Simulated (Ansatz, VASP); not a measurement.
**P: VASP beside Ansatz**

INCAR

```
  ALGO = Normal
  EDIFF = 1E-6
  ENCUT = 520
  GGA = PE
  ISIF = 2
  ISMEAR = -1
  LASPH = True
  LCHARG = False
  LREAL = False
  LWAVE = False
  NBANDS = 8
  NELM = 80
  PREC = Accurate
  SIGMA = 0.05
```

KPOINTS

```
k-points
0
Gamma
  18 18 18
```

POSCAR

```
P
1.0
    0.0000000000      1.8589470313      1.8589470313
    1.8589470313      0.0000000000      1.8589470313
    1.8589470313      1.8589470313      0.0000000000
P
1
Direct
    0.0000000000      0.0000000000      0.0000000000
```

Input for Ansatz:

```yaml
crystal:
  lattice:
    - [0.0, 1.8589470313, 1.8589470313]
    - [1.8589470313, 0.0, 1.8589470313]
    - [1.8589470313, 1.8589470313, 0.0]
  atoms:
    - { symbol: P, position: [0.0, 0.0, 0.0] }
kpoints:
  mp_grid: { grid: [18, 18, 18] }
scf:
  occupations: { method: fermi_dirac, width: 0.05 }
hamiltonian:
  xc: pbe
  pseudopotentials: { kind: paw }
output:
  forces: true
  stress: true
  eigenvalues: true
```

Change from the starting cell: volume scaled by 0.887, to set the pressure.

Alike in both runs: task single point; functional PBE; k mesh 18 × 18 × 18; occupations fermi-dirac, width 0.05 eV; no spin polarisation.

|  | VASP | Ansatz |
| --- | --- | --- |
| version | VASP 6.6.1 | Ansatz 0.2.0 |
| potentials or method | VASP PAW PBE potentials, release 64 (P) | PAW with Ansatz's default frozen-core files, scalar-relativistic |
| plane-wave cutoff (eV) | 520 | 420 |
| valence electrons in the cell | 5 | 5 |

Ansatz gave:

- pressure (GPa): 14.7

Estimate VASP's values.

pressure (GPa): 14.4.

With one functional, cell and mesh, what is left measures potentials, basis and numerics.
